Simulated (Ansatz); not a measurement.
Crystal: MnO.

```
Mn O
1.0
     2.96949    0.00000    0.00000
    -1.48474    2.57165    0.00000
     0.00000    0.00000    2.89807
Mn O
1 1
Direct
  0.00000 0.00000 0.00000
  0.66667 0.33333 0.50000
```

Measurements of this composition are mostly on another form, of space group No. 225.

- Program: Ansatz 0.2.0
- Task: relaxation of cell and atoms
- Functional: PBE0
- Potentials or basis: Ansatz PAW
- Cutoff: 420 eV (not typed: the program's choice for these potentials)
- k mesh: 5 × 5 × 5
- Occupations: fermi-dirac, width 0.05 eV
- Spin: collinear spin, ferromagnetic start
- Starting moments: [4.0, 0.0] μB

At the start: volume 11.07 Å³/atom.

**Question.** Where does the relaxation end?

**Answer.** It ends after 8 steps and the volume is 11.13 Å³/atom (+0.6 %); space group P-6m2 (No. 187, to 0.05 Å); moment 5.00 μB per cell.

Step by step:
```csv
step,energy change (eV),largest force (eV/Å),volume (Å³)
1,0.0000,0.0000,22.13
2,-0.0526,0.0000,22.34
3,-0.0603,0.0000,22.28
4,-0.0605,0.0000,22.26
5,-0.0605,0.0000,22.25
6,-0.0618,0.0000,22.25
7,-0.0617,0.0000,22.27
8,-0.0617,0.0000,22.27
```

Final structure:
```yaml
crystal:
  lattice:
    - [3.03583, 0.00000, 0.00000]
    - [-1.51792, 2.62911, 0.00000]
    - [0.00000, 0.00000, 2.78986]
  atoms:
    - { symbol: Mn, position: [0.00000, 0.00000, 0.00000] }
    - { symbol: O, position: [0.66667, 0.33333, 0.50000] }
```

Caveat: the k mesh is coarse (spacing up to 0.49 Å⁻¹), so the values aren't converged, least of all with exact exchange; the magnetic or orbital state may not be the lowest; the plane-wave basis is chosen anew once the cell has moved, so the energies of steps on either side of that aren't comparable; the pressure holds a Pulay correction of +0.6 GPa for the finite cutoff; a cell with one magnetic atom can't hold antiferromagnetic order, which such compounds often take; the PAW data sets come from PBE, with cores solved anew for the run's functional, which leaves a small shift of forces and pressure.
